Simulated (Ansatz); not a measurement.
ZrO2:

```xyz
6
Lattice="3.5961 0.0000 0.0000 0.0000 3.5961 0.0000 0.0000 0.0000 5.1770" Properties=species:S:1:pos:R:3 pbc="T T T"
Zr    1.7980    1.7980    2.5885
Zr    0.0000    0.0000    0.0000
O     1.7980    0.0000    4.1261
O     1.7980    0.0000    1.5376
O     0.0000    1.7980    3.6394
O     0.0000    1.7980    1.0509
```

Base run:

| Quantity | Value |
| --- | --- |
| Program | Ansatz 0.2.0 |
| Functional | r2SCAN |
| Potentials or basis | Ansatz PAW |
| Cutoff | 500 eV (not typed: the program's choice for these potentials) |
| k mesh | 7 × 7 × 5 |
| Occupations | fermi-dirac, width 0.05 eV |
| Spin | no spin polarisation |

Its results: band gap on the k mesh 4.56 eV, indirect (least direct gap 4.68 eV); pressure 1.5 GPa; largest force 0.064 eV/Å.

The run is repeated on the same cell with these changes: hubbard terms from none to Zr d U = 3 eV; hubbard projectors from none to ortho-atomic (the default). What comes out?

Band gap on the k mesh 5.25 eV, indirect (least direct gap 5.37 eV); pressure 5.4 GPa; largest force 0.144 eV/Å.

The U term pushes filled and empty states of the shell apart.

Caveats: the PAW data sets come from PBE, with cores solved anew for the run's functional, which leaves a small shift of forces and pressure.
